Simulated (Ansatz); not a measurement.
Re: do energies and stresses tell the same story?

Level of theory: DFT PBEsol, scalar-relativistic, plane waves, PAW in Ansatz.

Plane waves to 420 eV, a k mesh through Γ of 18×18×18 on the computed 1-atom cell and Gaussian smearing (0.10 eV); no spin polarisation.

Relaxed cell: Fm-3m, a = 3.881 Å, b = 3.881 Å, c = 3.881 Å, α = 90.00°, β = 90.00°, γ = 90.00°, 1 atom in the primitive cell. This fcc form isn't the element's structure at ambient conditions.

Energies at zero smearing and pressures from the stress tensor, at volumes with shape and atoms relaxed:
| V (Å³/atom) | E − E(first) (meV/atom) | P (GPa) |
| --- | --- | --- |
| 12.856 | 0.00 | 65.34 |
| 13.294 | -149.75 | 44.85 |
| 13.732 | -247.78 | 27.46 |
| 14.171 | -301.95 | 12.64 |
| 14.609 | -318.69 | 0.00 |
| 15.047 | -303.48 | -10.77 |
| 15.486 | -261.09 | -19.93 |
| 16.070 | -169.29 | -30.00 |

Question: Check P = −dE/dV between neighbouring volumes, and get the bulk modulus from the pressures alone.

Answer: With 1 eV/Å³ = 160.2 GPa:
```json
{"middle V (Å³/atom)": "13.075", "−ΔE/ΔV (GPa)": "54.745", "mean P (GPa)": "55.096"}
{"middle V (Å³/atom)": "13.513", "−ΔE/ΔV (GPa)": "35.836", "mean P (GPa)": "36.156"}
{"middle V (Å³/atom)": "13.952", "−ΔE/ΔV (GPa)": "19.803", "mean P (GPa)": "20.049"}
{"middle V (Å³/atom)": "14.390", "−ΔE/ΔV (GPa)": "6.120", "mean P (GPa)": "6.317"}
{"middle V (Å³/atom)": "14.828", "−ΔE/ΔV (GPa)": "-5.559", "mean P (GPa)": "-5.389"}
{"middle V (Å³/atom)": "15.266", "−ΔE/ΔV (GPa)": "-15.498", "mean P (GPa)": "-15.350"}
{"middle V (Å³/atom)": "15.778", "−ΔE/ΔV (GPa)": "-25.171", "mean P (GPa)": "-24.963"}
```

The two differ by 0.35 GPa at most. The mean of two end pressures misses the average over a step by about ΔV² P″/12, up to 0.27 GPa here; with that taken off 0.09 GPa remains. The stress is the derivative of the free energy, not of the energy at zero smearing, and with free energies 0.01 GPa remains. Around V = 14.609 Å³/atom, the two neighbours give B = −V ΔP/ΔV = 14.609 × 23.41 / 0.877 = 390.2 GPa, against B0 = 387.5 GPa from the Birch–Murnaghan fit of the energies.

Spin–orbit coupling is left out, which can shift energies with elements as heavy as these.